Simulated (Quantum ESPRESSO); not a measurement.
# HfO2 under changes of volume

One of the cells (11.152 Å³/atom); the others are scaled copies at fixed shape and fractional positions:

```xyz
3
Lattice="0.0000 2.5575 2.5575 2.5575 0.0000 2.5575 2.5575 2.5575 0.0000" Properties=species:S:1:pos:R:3 pbc="T T T"
Hf    0.0000    0.0000    0.0000
O     3.8363    3.8363    3.8363
O     1.2788    1.2788    1.2788
```

Measurements of this composition are mostly on another form, of space group No. 14.

| Property | Result |
| --- | --- |
| Program | Quantum ESPRESSO 7.5 |
| Functional | r2SCAN |
| Potentials or basis | SG15 PBE 1.2 |
| Cutoff | 1197 eV |
| Density cutoff | 4789 eV |
| k mesh | 4 × 4 × 4 |
| Occupations | fermi-dirac, width 0.05 eV |
| Spin | no spin polarisation |

```csv
volume (Å³/atom),energy over the lowest point (meV/atom),pressure (GPa),gap on the mesh (eV)
10.483,0.00,0.4,3.99
10.706,3.42,-5.3,3.95
10.929,14.41,-10.4,3.90
11.152,32.18,-15.1,3.86
11.375,56.03,-19.2,3.81
11.598,85.31,-22.9,3.76
11.821,?,?,?
```

Task: What does the run at 11.821 Å³/atom give?

Result: Energy over the lowest point 119.47 meV/atom; pressure -26.2 GPa; gap on the mesh 3.71 eV.

Worked out: A Birch-Murnaghan fit of order 3 (a polynomial in V^(-2/3)) to the other rows has its minimum at 10.50 Å³/atom with B0 = V·E''(V) = 283 GPa and B' = 4.2. It gives 119.46 meV/atom at 11.821 Å³/atom, against the run's 119.47, and -dE/dV = -26.2 GPa, against -26.2. A straight line through the other rows of the gap, of slope -2.27 eV per unit of ln V, extrapolates to 3.72 eV, against the run's 3.71.

Energies are extrapolated to zero smearing.

Caveats: all runs use coarse meshes; the potentials were made for another functional, which shifts forces and pressure; spin-orbit coupling is left out, which moves the levels of the heavy elements.

A mesh can miss the band edges.
